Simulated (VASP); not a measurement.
# Co (P6_3/mmc) in VASP: further runs, part 2 of 2

VASP 6.6.1. Earlier steps stand in the parts before.

### 3 Single point, LDA, collinear spin, ferromagnetic start (grid = ENCUT=400 dk=0.9 cell=2x2x2 ISMEAR=1 SIGMA=0.1 LREAL=Auto EDIFF=1e-06)

File INCAR:

```
  ALGO = Fast
  EDIFF = 1E-6
  ENCUT = 400
  GGA = CA
  ISIF = 2
  ISMEAR = 1
  ISPIN = 2
  LASPH = True
  LCHARG = False
  LMAXMIX = 4
  LORBIT = 11
  LREAL = Auto
  LWAVE = False
  MAGMOM = 2 2 2 2 2 2 2 2 2 2 2 2 2 2 2 2
  NBANDS = 87
  NELM = 120
  PREC = Accurate
  SIGMA = 0.1
```

File KPOINTS:

```
k-points
0
Gamma
  2 2 1
```

File POSCAR:

```
Co
1.0
    4.9439998064      0.0000000000      0.0000000000
   -2.4719999032      4.2816294286      0.0000000000
    0.0000000000      0.0000000000      8.0422881600
Co
16
Direct
    0.3333333334      0.1666666666      0.3750000000
    0.3333333334      0.1666666666      0.8750000000
    0.3333333334      0.6666666666      0.3750000000
    0.3333333334      0.6666666666      0.8750000000
    0.8333333333      0.1666666666      0.3750000000
    0.8333333333      0.1666666666      0.8750000000
    0.8333333333      0.6666666666      0.3750000000
    0.8333333333      0.6666666666      0.8750000000
    0.1666666666      0.3333333334      0.1250000000
    0.1666666666      0.3333333334      0.6250000000
    0.1666666666      0.8333333333      0.1250000000
    0.1666666666      0.8333333333      0.6250000000
    0.6666666666      0.3333333334      0.1250000000
    0.6666666666      0.3333333334      0.6250000000
    0.6666666666      0.8333333333      0.1250000000
    0.6666666666      0.8333333333      0.6250000000
```

Potentials or basis: VASP PAW LDA potentials, release 64 (Co).

Launch:

```sh
$ cat potpaw_LDA.64/Co/POTCAR > POTCAR
$ mpirun -np 1 vasp_std > vasp.out
```

OUTCAR:

```text
EDIFF = 1E-6
   ENCUT = 400
   GGA = CA
   ISIF = 2
   ISMEAR = 1
   ISPIN = 2
   LASPH = True
   LORBIT = 11
   LREAL = Auto
   NELM = 120
   PREC = Accurate

 Found      2 irreducible k-points:

 Following reciprocal coordinates:
            Coordinates               Weight
  0.000000  0.000000  0.000000      1.000000
  0.500000  0.000000  0.000000      3.000000
   k-points           NKPTS =      2   k-points in BZ     NKDIM =      2   number of bands    NBANDS=     87
   number of dos      NEDOS =    301   number of ions     NIONS =     16
   total plane-waves  NPLWV =  55296
   dimension x,y,z NGX =    32 NGY =   32 NGZ =   54
   dimension x,y,z NGXF=    64 NGYF=   64 NGZF=  108
   ions per type =              16
   NGX,Y,Z   is equivalent  to a cutoff of  10.76, 10.76, 11.16 a.u.
   NGXF,Y,Z  is equivalent  to a cutoff of  21.52, 21.52, 22.33 a.u.
 SYSTEM =  unknown system
   PREC   = accura    normal or accurate (medium, high low for compatibility)
   ISTART =      0    job   : 0-new  1-cont  2-samecut
   ICHARG =      2    charge: 1-file 2-atom 10-const
   ISPIN  =      2    spin polarized calculation?
   LNONCOLLINEAR =      F non collinear calculations
   LSORBIT =      F    spin-orbit coupling
   LASPH  =      T    aspherical Exc in radial PAW
   ENCUT  =  400.0 eV  29.40 Ry    5.42 a.u.   8.06  8.06 13.11*2*pi/ulx,y,z
   NELM   =    120;   NELMIN=  2; NELMDL= -5     # of ELM steps
   EDIFF  = 0.1E-05   stopping-criterion for ELM
   LREAL  =      T    real-space projection
   EDIFFG = 0.1E-04   stopping-criterion for IOM
   NSW    =      0    number of steps for IOM
   IBRION =     -1    ionic relax: 0-MD 1-quasi-New 2-CG
   NFREE  =      0    steps in history (QN), initial steepest desc. (CG)
   ISIF   =      2    stress and relaxation
   ISYM   =      2    0-nonsym 1-usesym 2-fastsym
   POTIM  = 0.5000    time-step for ionic-motion
   TEBEG  =    0.0;   TEEND  =   0.0 temperature during run
   PSTRESS=    0.0 pullay stress
   NELECT =     144.0000    total number of electrons
   NUPDOWN=      -1.0000    fix difference up-down
   EMIN   =  10.00;   EMAX   =-10.00  energy-range for DOS
   EFERMI =   0.00;   METHOD = LEGACY
   ISMEAR =     1;   SIGMA  =   0.10  broadening in eV -4-tet -1-fermi 0-gaus
   EFERMI_NEDOS =   21; number of points for ismear=-14 and -15
   IALGO  =     68    algorithm
   IMIX   =      4    mixing-type and parameters
     AMIX     =   0.40;   BMIX     =  1.00
     AMIX_MAG =   1.60;   BMIX_MAG =  1.00
  volume/ion in A,a.u.               =      10.64        71.80
  Fermi-wavevector in a.u.,A,eV,Ry     =   1.548246  2.925761 32.614055  2.397065
  Thomas-Fermi vector in A             =   2.653224
   LORBIT       =     11    0 simple, 1 ext, 2 COOP (PROOUT), +10 PAW based schemes
   GGA     = CA    functional components
   LHFCALC =     F    Hartree Fock is set to
   AEXX    =    0.0000 exact exchange contribution
   IVDW    =     0    specifies the selected vdW correction
   LEPSILON=     F    determine dielectric tensor
   LRPA    =     F    only Hartree local field effects (RPA)
 spin polarized calculation
 RMM-DIIS sequential band-by-band and
 Methfessel and Paxton  Order N= 1 SIGMA  =   0.10
  energy-cutoff  :      400.00
  volume of cell :      170.24
 maximum number of plane-waves:      3118
   NGX = 17   NGY = 17   NGZ = 27

 number of electron     144.0000050 magnetization      27.0169207

 Free energy of the ion-electron system (eV)
  ---------------------------------------------------
  ext. energy  EPLUGINS =         0.00000000
  ---------------------------------------------------
  free energy    TOTEN  =      -129.10143810 eV

  energy without entropy =     -129.07587256  energy(sigma->0) =     -129.09291625

 E-fermi :  10.2115     XC(G=0): -13.8436

 val. band max:       10.1145057866   @ k =   0.0000   0.0000   0.0000
 cond. band min:      10.2188510720   @ k =   0.0000   0.0000   0.0000
 fundamental gap:      0.1043452854
 Fermi energy:        10.2115077675

 spin component 1

 k-point     1 :       0.0000    0.0000    0.0000
  band No.  band energies     occupation
      1       1.1277      1.00000
      2       3.3878      1.00000
      3       3.3878      1.00000
      4       5.0211      1.00000
      5       5.2224      1.00000
      6       5.2224      1.00000
[... 76 lines left out ...]
     83       9.8947      1.00004
     84      10.0075      1.00701

 k-point     2 :       0.5000    0.0000    0.0000
  band No.  band energies     occupation
      1       3.1765      1.00000
      2       3.1765      1.00000
      3       4.8524      1.00000
      4       4.8524      1.00000
      5       4.8524      1.00000
      6       4.8524      1.00000
[... 76 lines left out ...]
     83       9.9754      1.00211
     84       9.9754      1.00211
 Fermi energy:        10.2115077675

 spin component 2

 k-point     1 :       0.0000    0.0000    0.0000
  band No.  band energies     occupation
      1       1.3887      1.00000
      2       3.7051      1.00000
      3       3.7051      1.00000
      4       6.0106      1.00000
      5       6.2403      1.00000
      6       6.2403      1.00000
[... 76 lines left out ...]
     83      11.6201     -0.00000
     84      11.6201     -0.00000

 k-point     2 :       0.5000    0.0000    0.0000
  band No.  band energies     occupation
      1       3.4773      1.00000
      2       3.4773      1.00000
      3       5.3280      1.00000
      4       5.3280      1.00000
      5       5.3280      1.00000
      6       5.3280      1.00000
[... 76 lines left out ...]
     83      11.5420     -0.00000
     84      11.5420     -0.00000
 [bands above 84 left out]

------------------------ aborting loop because EDIFF is reached ----------------------------------------

  FORCE on cell =-STRESS in cart. coord.  units (eV):
  Direction    XX          YY          ZZ          XY          YZ          ZX
  --------------------------------------------------------------------------------------
  -------------------------------------------------------------------------------------
  Total      -13.6139890    -13.6139890    -14.0051531     -0.0000000      0.0000000      0.0000000
  in kB     -128.1235092   -128.1235092   -131.8048193     -0.0000000      0.0000000      0.0000000
  external PRESSURE =    -129.3506126 kB  Pullay stress =       0.0000000 kB

 VOLUME and BASIS-vectors are now :
 -----------------------------------------------------------------------------
  energy-cutoff  :      400.00
  volume of cell :      170.24
      direct lattice vectors                 reciprocal lattice vectors
     4.943999806  0.000000000  0.000000000     0.202265380  0.116777972  0.000000000
    -2.471999903  4.281629429  0.000000000     0.000000000  0.233555943  0.000000000
     0.000000000  0.000000000  8.042288160     0.000000000  0.000000000  0.124342722

 POSITION                                       TOTAL-FORCE (eV/Angst)
 -----------------------------------------------------------------------------------
      1.23600      0.71360      3.01586        -0.000000     -0.000000      0.000000
      1.23600      0.71360      7.03700        -0.000000     -0.000000      0.000000
      0.00000      2.85442      3.01586        -0.000000     -0.000000     -0.000000
      0.00000      2.85442      7.03700        -0.000000     -0.000000     -0.000000
      3.70800      0.71360      3.01586        -0.000000     -0.000000     -0.000000
      3.70800      0.71360      7.03700        -0.000000     -0.000000     -0.000000
[... 8 lines left out ...]
      1.23600      3.56802      1.00529        -0.000000      0.000000     -0.000000
      1.23600      3.56802      5.02643         0.000000      0.000000      0.000000
 -----------------------------------------------------------------------------------
    total drift:                               -0.000000     -0.000000      0.000000

  FREE ENERGIE OF THE ION-ELECTRON SYSTEM (eV)
  ---------------------------------------------------
  free  energy   TOTEN  =      -129.1014380953 eV

  energy  without entropy=     -129.0758725576  energy(sigma->0) =     -129.09291625

 total charge

# of ion       s       p       d       tot
------------------------------------------
    1        0.504   0.514   7.306   8.324
    2        0.504   0.514   7.306   8.324
    3        0.504   0.514   7.306   8.324
    4        0.504   0.514   7.306   8.324
    5        0.504   0.514   7.306   8.324
    6        0.504   0.514   7.306   8.324
[... 8 lines left out ...]
   15        0.504   0.514   7.306   8.324
   16        0.504   0.514   7.306   8.324
--------------------------------------------------
tot          8.059   8.223 116.901 133.183

 magnetization (x)

# of ion       s       p       d       tot
------------------------------------------
    1       -0.007  -0.010   1.692   1.676
    2       -0.007  -0.010   1.692   1.676
    3       -0.007  -0.010   1.692   1.676
    4       -0.007  -0.010   1.692   1.676
    5       -0.007  -0.010   1.692   1.676
    6       -0.007  -0.010   1.692   1.676
[... 8 lines left out ...]
   15       -0.007  -0.010   1.692   1.676
   16       -0.007  -0.010   1.692   1.676
--------------------------------------------------
tot         -0.112  -0.158  27.079  26.809
```

Wall time 3 min (1 thread of Intel Xeon Platinum 8259CL at 2.50GHz (Skylake/Cascade Lake), shared host); peak memory 0.21 GiB.

These settings aren't checked as converged: the numbers below hold their error.

Results:

```yaml
Free_energy: -129.1014 eV
Pressure: -12.9 GPa
Band_gap_on_the_k_mesh: none (metal or under the smearing width)
Net_moment: 27.02 μB per cell
Site_moments: Co +1.68 μB
Valence_electrons_inside_the_program's_atomic_spheres: Co 8.32
```

Caveat: the k mesh is coarse (spacing up to 0.78 Å⁻¹), so the values aren't converged.

### 4 Single point, LDA, collinear spin, ferromagnetic start (grid = ENCUT=400 dk=0.6 cell=2x2x2 ISMEAR=1 SIGMA=0.1 LREAL=Auto EDIFF=1e-06)

INCAR is that of step 3.

File KPOINTS:

```
k-points
0
Gamma
  3 3 2
```

POSCAR is that of step 3.

Potentials or basis: VASP PAW LDA potentials, release 64 (Co).

Launch:

```sh
$ cat potpaw_LDA.64/Co/POTCAR > POTCAR
$ mpirun -np 1 vasp_std > vasp.out
```

OUTCAR:

```text
EDIFF = 1E-6
   ENCUT = 400
   GGA = CA
   ISIF = 2
   ISMEAR = 1
   ISPIN = 2
   LASPH = True
   LORBIT = 11
   LREAL = Auto
   NELM = 120
   PREC = Accurate

 Found      6 irreducible k-points:

 Following reciprocal coordinates:
            Coordinates               Weight
  0.000000  0.000000  0.000000      1.000000
  0.333333 -0.000000  0.000000      6.000000
  0.333333  0.333333  0.000000      2.000000
  0.000000  0.000000  0.500000      1.000000
  0.333333 -0.000000  0.500000      6.000000
  0.333333  0.333333  0.500000      2.000000
   k-points           NKPTS =      6   k-points in BZ     NKDIM =      6   number of bands    NBANDS=     87
[... 1147 lines left out ...]
      0.00000      2.85442      3.01586        -0.000000      0.000000      0.000000
      0.00000      2.85442      7.03700        -0.000000      0.000000     -0.000000
      3.70800      0.71360      3.01586        -0.000000     -0.000000     -0.000000
      3.70800      0.71360      7.03700        -0.000000      0.000000      0.000000
[... 8 lines left out ...]
      1.23600      3.56802      1.00529         0.000000     -0.000000     -0.000000
      1.23600      3.56802      5.02643        -0.000000     -0.000000      0.000000
 -----------------------------------------------------------------------------------
    total drift:                               -0.000000     -0.000000      0.000000

  FREE ENERGIE OF THE ION-ELECTRON SYSTEM (eV)
  ---------------------------------------------------
  free  energy   TOTEN  =      -129.6872236296 eV

  energy  without entropy=     -129.6975459533  energy(sigma->0) =     -129.69066440

 total charge

# of ion       s       p       d       tot
------------------------------------------
    1        0.495   0.527   7.298   8.320
    2        0.495   0.527   7.298   8.320
    3        0.495   0.527   7.298   8.320
    4        0.495   0.527   7.298   8.320
    5        0.495   0.527   7.298   8.320
    6        0.495   0.527   7.298   8.320
[... 8 lines left out ...]
   15        0.495   0.527   7.298   8.320
   16        0.495   0.527   7.298   8.320
--------------------------------------------------
tot          7.923   8.428 116.763 133.114

 magnetization (x)

# of ion       s       p       d       tot
------------------------------------------
    1       -0.015  -0.036   1.551   1.500
    2       -0.015  -0.036   1.551   1.500
    3       -0.015  -0.036   1.551   1.500
    4       -0.015  -0.036   1.551   1.500
    5       -0.015  -0.036   1.551   1.500
    6       -0.015  -0.036   1.551   1.500
[... 8 lines left out ...]
   15       -0.015  -0.036   1.551   1.500
   16       -0.015  -0.036   1.551   1.500
--------------------------------------------------
tot         -0.242  -0.580  24.818  23.996
```

Wall time 12 min (1 thread of Intel Xeon Platinum 8259CL at 2.50GHz (Skylake/Cascade Lake), shared host); peak memory 0.27 GiB.

The run converged, but some of its settings lie outside the range that counts as converged, so its numbers aren't taken as properties of the crystal.

What came out:

- Free energy: -129.6872 eV
- Pressure: -16.6 GPa
- Band gap on the k mesh: none (metal or under the smearing width)
- Net moment: 23.98 μB per cell
- Site moments: Co +1.50 μB
- Valence electrons inside the program's atomic spheres: Co 8.32

Caveat: the k mesh is coarse (spacing up to 0.49 Å⁻¹), so the values aren't converged.

### 5 Single point, LDA, collinear spin, ferromagnetic start (grid = ENCUT=280 dk=0.35 cell=2x2x2 ISMEAR=1 SIGMA=0.1 LREAL=Auto EDIFF=1e-06)

INCAR, as its differences from that of step 4:

```diff
@@ -2,3 +2,3 @@
   EDIFF = 1E-6
-  ENCUT = 400
+  ENCUT = 280
   GGA = CA
```

File KPOINTS:

```
k-points
0
Gamma
  5 5 3
```

POSCAR is that of step 4.

Launch:

```sh
$ cat potpaw_LDA.64/Co/POTCAR > POTCAR
$ mpirun -np 1 vasp_std > vasp.out
```

Wall time 6.9 min (1 thread of Intel Xeon Platinum 8259CL at 2.50GHz (Skylake/Cascade Lake), shared host); peak memory 0.23 GiB.

These settings aren't checked as converged: the numbers below hold their error.

What came out:

| Quantity | Value |
| --- | --- |
| Free energy | -129.5045 eV |
| Net moment | 24.65 μB per cell |
| Site moments | Co +1.54 μB |
| Valence electrons inside the program's atomic spheres | Co 8.31 |

Caveat: the cutoff is under 1.25 times the usual one of these potentials, so pressure, stress and relaxed cells hold a basis-set (Pulay) error; the bands computed are all filled at some k points, so no gap is given.

### 6 The reference run

An earlier run on the cell as given: functional PBE; potentials or basis VASP PAW PBE potentials, release 64 (Co); cutoff 520 eV; k mesh 12 × 12 × 7; occupations fermi-dirac, width 0.05 eV; collinear spin, ferromagnetic start; starting moments [2.0, 2.0] μB.

- Pressure: 3.9 GPa
- Band gap on the k mesh: none (metal or under the smearing width)
- Net moment: 3.19 μB per cell
- Site moments: Co +1.61 μB
- Valence electrons inside the program's atomic spheres: Co 8.31
